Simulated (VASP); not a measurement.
# Ru in VASP: a series of runs, part 2 of 2

VASP 6.6.1.

### Step 3. Relaxation of the atoms, PBEsol

INCAR reads:

```
  PREC = Accurate
  ENCUT = 520
  EDIFF = 1E-6
  ISMEAR = 1
  SIGMA = 0.1
  LREAL = False
  LASPH = True
  NELM = 80
  ALGO = Normal
  ISIF = 2
  LWAVE = False
  LCHARG = False
  LDIPOL = True
  IDIPOL = 3
  DIPOL = 0.5 0.5 0.500
  GGA = PS
  IBRION = 2
  NSW = 80
  EDIFFG = -0.02
  LUSENCCL = False
```

KPOINTS reads:

```
Automatic mesh
0
Gamma
  14 9 1
```

POSCAR reads:

```
Ru
1.0
    2.6879025100      0.0000000000      0.0000000000
    0.0000000000      4.2552090000      0.0000000000
    0.0000000000      0.0000000000     27.4148898800
Ru
12
Direct
    0.9999992500      0.7500000000      0.2735739600
    0.5000001900      0.2500000000      0.3018772700
    0.4999990600      0.7500000000      0.3584837100
    0.0000000000      0.2500000000      0.3867870200
    0.9999988700      0.7500000000      0.4433934700
    0.4999998100      0.2500000000      0.4716967800
    0.4999986800      0.7500000000      0.5283032200
    0.9999996200      0.2500000000      0.5566065300
    0.9999984900      0.7500000000      0.6132129800
    0.4999994300      0.2500000000      0.6415162900
    0.4999983100      0.7500000000      0.6981227300
    0.9999992400      0.2500000000      0.7264260400
```

Potentials or basis: VASP PAW PBE potentials, release 64 (Ru_pv).

Command:

```console
> cat potpaw_PBE.64/Ru_pv/POTCAR > POTCAR
> mpirun -np 1 vasp_std > vasp.out
```

OUTCAR:

```text
PREC = Accurate
   ENCUT = 520
   EDIFF = 1E-6
   ISMEAR = 1
   LREAL = False
   LASPH = True
   NELM = 80
   ISIF = 2
   GGA = PS
   IBRION = 2
   NSW = 80
   EDIFFG = -0.02

 ion  position               nearest neighbor table
   1  1.000  0.750  0.274-   2 2.63   2 2.63   2 2.63   2 2.63   3 2.69   3 2.69
   2  0.500  0.250  0.302-   3 2.63   3 2.63   1 2.63   1 2.63   1 2.63   1 2.63   4 2.69   4 2.69

   3  0.500  0.750  0.358-   2 2.63   2 2.63   4 2.63   4 2.63   4 2.63   4 2.63   1 2.69   5 2.69
                             1 2.69   5 2.69
   4  0.000  0.250  0.387-   5 2.63   5 2.63   3 2.63   3 2.63   3 2.63   3 2.63   2 2.69   6 2.69
                             2 2.69   6 2.69
   5  1.000  0.750  0.443-   4 2.63   4 2.63   6 2.63   6 2.63   6 2.63   6 2.63   7 2.69   3 2.69
                             7 2.69   3 2.69
   6  0.500  0.250  0.472-   7 2.63   7 2.63   5 2.63   5 2.63   5 2.63   5 2.63   8 2.69   4 2.69
                             8 2.69   4 2.69
   7  0.500  0.750  0.528-   6 2.63   6 2.63   8 2.63   8 2.63   8 2.63   8 2.63   5 2.69   9 2.69
                             5 2.69   9 2.69
   8  1.000  0.250  0.557-   9 2.63   9 2.63   7 2.63   7 2.63   7 2.63   7 2.63   6 2.69  10 2.69
                             6 2.69  10 2.69
   9  1.000  0.750  0.613-   8 2.63   8 2.63  10 2.63  10 2.63  10 2.63  10 2.63  11 2.69   7 2.69
                            11 2.69   7 2.69
  10  0.500  0.250  0.642-  11 2.63  11 2.63   9 2.63   9 2.63   9 2.63   9 2.63  12 2.69   8 2.69
                            12 2.69   8 2.69
  11  0.500  0.750  0.698-  10 2.63  10 2.63  12 2.63  12 2.63  12 2.63  12 2.63   9 2.69   9 2.69

  12  1.000  0.250  0.726-  11 2.63  11 2.63  11 2.63  11 2.63  10 2.69  10 2.69

  LATTYP: Found a simple orthorhombic cell.
 ALAT       =     2.6879025100
[... 579 lines left out ...]

 Free energy of the ion-electron system (eV)
  ---------------------------------------------------
  ext. energy  EPLUGINS =         0.00000000
  ---------------------------------------------------
  free energy    TOTEN  =      -117.13559740 eV

  energy without entropy =     -117.12668047  energy(sigma->0) =     -117.13262509

 E-fermi :   4.3086     XC(G=0):  -8.0399

 val. band max:        4.3057104022   @ k =   0.2857   0.0000   0.0000
 cond. band min:       4.3104943699   @ k =   0.2857   0.0000   0.0000
 fundamental gap:      0.0047839677
 Fermi energy:         4.3085954056

 k-point     1 :       0.0000    0.0000    0.0000
  band No.  band energies     occupation
      1     -39.3853      2.00000
      2     -39.3479      2.00000
      3     -39.2074      2.00000
      4     -39.1705      2.00000
      5     -39.1082      2.00000
      6     -39.0401      2.00000
[... 2365 lines left out ...]
     95       6.1325     -0.00000
     96       6.1557     -0.00000

 [... further k-points ...]

 [bands above 96 left out]

------------------------ aborting loop because EDIFF is reached ----------------------------------------

 vacuum level on the upper side and lower side of the slab       (xc-potential included)        -0.013        -0.013

  FORCE on cell =-STRESS in cart. coord.  units (eV):
  Direction    XX          YY          ZZ          XY          YZ          ZX
  --------------------------------------------------------------------------------------
  -------------------------------------------------------------------------------------
  Total       -4.1757978     -4.3488453     -0.2534848      0.0000000      0.0000000      0.0000000
  in kB      -21.3367922    -22.2210014     -1.2952142      0.0000000      0.0000000      0.0000000
  external PRESSURE =     -14.9510026 kB  Pullay stress =       0.0000000 kB
[... 27 lines left out ...]
  FREE ENERGIE OF THE ION-ELECTRON SYSTEM (eV)
  ---------------------------------------------------
  free  energy   TOTEN  =      -117.1355974046 eV

  energy  without entropy=     -117.1266804742  energy(sigma->0) =     -117.13262509

 reached required accuracy - stopping structural energy minimisation

 vacuum level on the upper side and lower side of the slab         9.192         9.192
```

Run time: 1.6 h. Hardware: 1 × NVIDIA H100 80GB with 1 thread of AMD EPYC 7R13 (Zen 3), shared host; peak memory 1.9 GiB.

Results:

| Item | Value |
| --- | --- |
| Free energy | -117.1356 eV |
| Energy gained by relaxing | 9.5 meV/atom |
| Ionic steps | 9 |
| Largest force after relaxing | 0.018 eV/Å |
| Band gap on the k mesh | none (metal or under the smearing width) |

Forces on the atoms (eV/Å):
```
Ru   0.000  0.000  0.001
Ru   0.000  0.000  0.015
Ru   0.000  0.000 -0.007
Ru   0.000  0.000 -0.003
Ru   0.000  0.000  0.015
Ru   0.000  0.000 -0.018
Ru   0.000  0.000  0.018
Ru   0.000  0.000 -0.015
Ru   0.000  0.000  0.003
Ru   0.000  0.000  0.007
Ru   0.000  0.000 -0.015
Ru   0.000  0.000 -0.001
```

Step by step:
```
step  energy change (eV)  largest force (eV/Å)  pressure (GPa)
   1              0.0000                0.9702           -3.20
   2             -0.0897                0.4307           -2.54
   3             -0.1041                0.2172           -2.09
   4             -0.1098                0.0805           -1.99
   5             -0.1104                0.0521           -1.94
   6             -0.1114                0.0469           -1.85
   7             -0.1122                0.0694           -1.70
   8             -0.1130                0.0326           -1.61
   9             -0.1134                0.0180           -1.50
```

Final structure:
```
Ru
1.0
     2.68790    0.00000    0.00000
     0.00000    4.25521    0.00000
     0.00000    0.00000   27.41489
Ru
12
Direct
  0.00000 0.75000 0.27735
  0.50000 0.25000 0.30172
  0.50000 0.75000 0.35806
  0.00000 0.25000 0.38629
  0.00000 0.75000 0.44346
  0.50000 0.25000 0.47169
  0.50000 0.75000 0.52831
  0.00000 0.25000 0.55654
  0.00000 0.75000 0.61371
  0.50000 0.25000 0.64194
  0.50000 0.75000 0.69828
  0.00000 0.25000 0.72265
```

Levels at points of the mesh, in eV from the Fermi level:
```csv
k point,band 82,band 83,band 84,band 85,band 86,band 87
"(0.00, 0.00, 0.00)",-1.14,-0.98,-0.96,-0.92,-0.76,-0.64
"(0.50, 0.00, 0.00)",0.28,0.82,1.02,1.27,1.39,1.46
```

Caveat: the PAW data sets were made with another functional, which shifts forces and pressure a little.

### Step 4. Single point, PBEsol

INCAR reads:

```
PREC     = Accurate       # precision mode
ENCUT    = 520            # plane-wave cutoff, eV
EDIFF    = 1E-6           # SCF threshold, eV
ISMEAR   = 1              # smearing method
SIGMA    = 0.1            # smearing width, eV
LREAL    = False          # projectors in reciprocal space
LASPH    = True           # aspherical terms in the spheres
NELM     = 80             # most SCF steps
ALGO     = Normal         # electronic algorithm
ISIF     = 2              # what is computed and relaxed
LWAVE    = False          # write WAVECAR
LCHARG   = False          # write CHGCAR
LDIPOL   = True         
IDIPOL   = 3            
DIPOL    = 0.5 0.5 0.500
GGA      = PS             # functional
LVHAR    = True         
LVACPOTAV= True         
ICORELEVEL= 1            
LUSENCCL = False
```

KPOINTS is that of step 3.

POSCAR reads:

```
Ru                                      
1.0
    2.6879025100      0.0000000000      0.0000000000
    0.0000000000      4.2552090000      0.0000000000
    0.0000000000      0.0000000000     27.4148898800
  Ru            
    12
Direct
     0.9999992500000019    0.7500000000000000    0.2773521603402683
     0.5000001900000015    0.2500000000000000    0.3017203070229184
     0.4999990600000004    0.7500000000000000    0.3580551715586432
     0.0000000000000000    0.2500000000000000    0.3862904832406407
     0.9999988699999989    0.7500000000000000    0.4434583985093324
     0.4999998099999985    0.2500000000000000    0.4716896433098477
     0.4999986799999974    0.7500000000000000    0.5283103566901521
     0.9999996199999970    0.2500000000000000    0.5565416014906677
     0.9999984900000030    0.7500000000000000    0.6137095167593595
     0.4999994300000026    0.2500000000000000    0.6419448284413568
     0.4999983100000023    0.7500000000000000    0.6982796929770817
     0.9999992400000011    0.2500000000000000    0.7226478396597317
```

Command:

```console
> cat potpaw_PBE.64/Ru_pv/POTCAR > POTCAR
> mpirun -np 1 vasp_std > vasp.out
```

Run time: 17 min. Hardware: 1 × NVIDIA H100 80GB with 1 thread of AMD EPYC 7R13 (Zen 3), shared host; peak memory 1.9 GiB.

Results (log left out):

```
Free energy                     : -117.1356 eV
Largest force                   : 0.018 eV/Å
Band gap on the k mesh          : none (metal or under the smearing width)
Work function of the upper face : 4.90 eV
Work function of the lower face : 4.90 eV
```

Forces in eV/Å, atoms in the order of the input:
```
Ru   0.000  0.000  0.000
Ru   0.000  0.000  0.014
Ru   0.000  0.000 -0.007
Ru   0.000  0.000 -0.003
Ru   0.000  0.000  0.015
Ru   0.000  0.000 -0.018
Ru   0.000  0.000  0.018
Ru   0.000  0.000 -0.015
Ru   0.000  0.000  0.003
Ru   0.000  0.000  0.007
Ru   0.000  0.000 -0.014
Ru   0.000  0.000  0.000
```

Levels at points of the mesh, in eV from the Fermi level:
```csv
k point,band 81,band 82,band 83,band 84,band 85,band 86,band 87,band 88
"(0.00, 0.00, 0.00)",-1.23,-1.14,-0.98,-0.96,-0.92,-0.76,-0.64,-0.07
"(0.50, 0.00, 0.00)",0.15,0.28,0.82,1.02,1.27,1.39,1.46,1.50
```

Core levels (eV, on the scale of the bands):
```
atom                                                                          levels
1 Ru  1s -21925.8, 2s -3146.1, 2p -2816.7, 3s -547.8, 3p -439.6, 3d -265.5, 4s -68.4
2 Ru  1s -21926.1, 2s -3146.4, 2p -2817.0, 3s -548.1, 3p -439.8, 3d -265.8, 4s -68.6
3 Ru  1s -21926.2, 2s -3146.6, 2p -2817.2, 3s -548.3, 3p -440.1, 3d -266.1, 4s -68.9
4 Ru  1s -21926.2, 2s -3146.6, 2p -2817.1, 3s -548.2, 3p -440.0, 3d -266.0, 4s -68.8
5 Ru  1s -21926.1, 2s -3146.5, 2p -2817.0, 3s -548.1, 3p -439.9, 3d -265.9, 4s -68.7
6 Ru  1s -21926.1, 2s -3146.5, 2p -2817.0, 3s -548.1, 3p -439.9, 3d -265.9, 4s -68.7
```

Caveat: the PAW data sets were made with another functional, which shifts forces and pressure a little.
